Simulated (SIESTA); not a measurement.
## Co under changes of volume

One of the cells (10.902 Å³/atom); the others are scaled copies at fixed shape and fractional positions:

```
CELL_PARAMETERS angstrom
2.48692 0.00000 0.00000
-1.24346 2.15374 0.00000
0.00000 0.00000 8.14180
ATOMIC_POSITIONS crystal
Co 0.66667 0.33333 0.75000
Co 0.00000 0.00000 0.50000
Co 0.33333 0.66667 0.25000
Co 0.00000 0.00000 0.00000
```

- Program: SIESTA 5.4.2
- Functional: PBE
- Potentials or basis: PseudoDojo 0.4 standard (PBE files)
- Basis: DZP (energy shift 0.003 Ry; two zetas on semicore shells)
- Grid cutoff: 800 Ry
- Energy shift: 0.003 Ry
- k mesh: 12 × 12 × 4
- Occupations: fermi-dirac, width 0.05 eV
- Spin: collinear spin, ferromagnetic start
- Starting moments: [2.0, 2.0, 2.0, 2.0] μB

```csv
volume (Å³/atom),energy over the lowest point (meV/atom),pressure (GPa),moment (μB per cell)
10.047,53.46,20.7,6.35
10.261,?,?,?
10.475,13.08,10.0,6.59
10.902,0.00,-0.2,6.72
11.116,2.91,-4.0,6.78
11.330,10.29,-7.2,6.84
```

**Question.** What does the run at 10.261 Å³/atom give?

**Answer.** Energy over the lowest point 29.61 meV/atom; pressure 15.0 GPa; moment 6.49 μB per cell.

Worked out: A Birch-Murnaghan fit of order 3 (a polynomial in V^(-2/3)) to the other rows has its minimum at 10.91 Å³/atom with B0 = V·E''(V) = 218 GPa and B' = 3.7 at fixed shape and positions, which overstates the stiffness. It gives 29.46 meV/atom at 10.261 Å³/atom, against the run's 29.61, and -dE/dV = 15.1 GPa, against 15.0. A parabola through the other rows of the moment, of slope 0.508 μB per Å³/atom there, gives 6.47 μB, against the run's 6.49.

Energies are extrapolated to zero smearing.

Caveats: short orbitals over semicore shells can move pressures by several GPa; the basis of atomic orbitals isn't converged, which shifts pressures, moduli and gaps.
